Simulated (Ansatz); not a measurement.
Here is an unrelaxed guess for InSe.

```yaml
crystal:
  lattice:
    - [0.00000, 2.98217, 2.98217]
    - [2.98217, 0.00000, 2.98217]
    - [2.98217, 2.98217, 0.00000]
  atoms:
    - { symbol: In, position: [0.00000, 0.00000, 0.00000] }
    - { symbol: Se, position: [0.50000, 0.50000, 0.50000] }
```

The calculation used DFT PBE, scalar-relativistic, plane waves, PAW (Ansatz 0.2.0). Cutoff 420 eV; k points 6×6×6 on the computed 2-atom cell (Γ-centred); Gaussian smearing, width 0.10 eV; no spin polarisation.

The zero of energy is the elements' standard structures at the same level; no fitted shifts are applied.

Q: Estimate its pressure, forces and energy as it stands.

A: The pressure is -0.6 GPa (near zero), the largest force is 0.00 eV/Å (symmetry fixes the atoms), and the energy is −0.41 eV/atom against the elements. The shortest distance is 2.98 Å.

Q: How much does it gain on relaxing, and where does it end?

A: Relaxing gains under 0.1 eV/atom (the start's value is from the coarse mesh, so the gain is rough) in 4 ionic steps and ends at −0.43 eV/atom on the finer mesh. The symmetry stays Fm-3m (No. 225). The end has the rock salt type. The volume per atom shrinks by 1.9 %, from 26.5 to 26.0 Å³. The shortest distance goes from 2.98 Å (In–Se) to 2.96 Å (In–Se). Conventional cell: a = 5.926 Å. Around In lie 6 Se at 2.96 Å; around Se lie 6 In at 2.96 Å.

The last run used a 16×16×16 mesh for its 2-atom cell and Gaussian smearing of 0.10 eV. An odd number of electrons in the primitive cell allows no gap without spin; a larger cell or a magnetic state could open one. The reference form of Se is held partly by dispersion forces, which this level lacks. The relaxation can't lower the symmetry of the start. A later test with randomly moved atoms ended 4 meV/atom lower, in R-3m at a loose tolerance, which is no clear verdict on its stability.
